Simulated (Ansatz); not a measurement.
The system is Pt.

```
Pt
1.0
    -1.58422    1.58422    1.58422
     1.58422   -1.58422    1.58422
     1.58422    1.58422   -1.58422
Pt
1
Direct
  0.00000 0.00000 0.00000
```

This isn't the form of Pt at room conditions, which is fcc.

| Quantity | Value |
| --- | --- |
| Program | Ansatz 0.2.0 |
| Task | relaxation of cell and atoms |
| Functional | HSEsol |
| Potentials or basis | Ansatz PAW |
| Cutoff | 420 eV (not typed: the program's choice for these potentials) |
| k mesh | 6 × 6 × 6 |
| Occupations | fermi-dirac, width 0.05 eV |
| Spin | no spin polarisation |

At the start: volume 15.90 Å³/atom.

Question: Where does the relaxation end?

Answer: It ends after 6 steps and the volume is 14.97 Å³/atom (-5.9 %); space group Im-3m (No. 229, to 0.05 Å).

The path:
```csv
step,energy change (eV),largest force (eV/Å),volume (Å³)
1,0.0000,0.0000,15.90
2,-0.0450,0.0000,15.14
3,-0.0468,0.0000,14.97
4,-0.0464,0.0000,14.97
5,-0.0464,0.0000,14.97
6,-0.0464,0.0000,14.97
```

Final structure:
```yaml
crystal:
  lattice:
    - [-1.55263, 1.55263, 1.55263]
    - [1.55263, -1.55263, 1.55263]
    - [1.55263, 1.55263, -1.55263]
  atoms:
    - { symbol: Pt, position: [0.00000, 0.00000, 0.00000] }
```

Caveat: the k mesh is coarse (spacing up to 0.47 Å⁻¹), so the values aren't converged, least of all with exact exchange; the plane-wave basis is chosen anew once the cell has moved, so the energies of steps on either side of that aren't comparable; the PAW data sets come from PBE, with cores solved anew for the run's functional, which leaves a small shift of forces and pressure.
